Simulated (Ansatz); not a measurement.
A crystal relaxed with r2SCAN in the plane-wave code Ansatz has space group Fd-3m:1 (No. 227) and a = 10.918 Å.

| atom | site | x | y | z |
| --- | --- | --- | --- | --- |
| Cd | 8b | 0.0000 | 0.0000 | 0.5000 |
| Xx | 16c | 0.1250 | 0.1250 | 0.1250 |
| S | 32e | 0.3845 | 0.8845 | 0.3845 |

r2SCAN gives an indirect gap of 1.77 eV, from K–Γ (0.22 of the way from K) to Γ; the least direct gap is 1.89 eV at Γ. HSE06 gives an indirect gap of 2.22 eV, from K–Γ (0.22 of the way from K) to Γ; the least direct gap is 2.35 eV at Γ. With PBE the valence top lies at K–Γ (0.20 of the way from K) and the conduction bottom at Γ, 1.20 eV higher; the smallest vertical gap, at Γ, is 1.31 eV. Meshes: r2SCAN 4×4×4, HSE06 2×2×2, PBE 4×4×4.

Task: Which element is Xx?
A. Ga
B. Al
C. In
D. B

Result: C. Xx is In: CdIn2S4 (started from an entry of an open crystallographic database). Cd is surrounded by 4 S at 2.54 Å; In is surrounded by 6 S at 2.63 Å; S is surrounded by 1 Cd at 2.54 Å and 3 In at 2.63 Å.

(Simulation; spin polarisation is off.)

Spin-orbit coupling is left out, which matters wherever the heavy atoms make up the band edges.

Where an edge lies off the special points, it is a point of the mesh or the k point where a search put PBE's edge or least direct gap, reused for the other functionals, whose own edges may lie a little apart; PBE's own value is read along its path and can be a few hundredths of an eV high.

The meshes of the hybrids are coarse, so their gaps aren't converged to the digits shown.
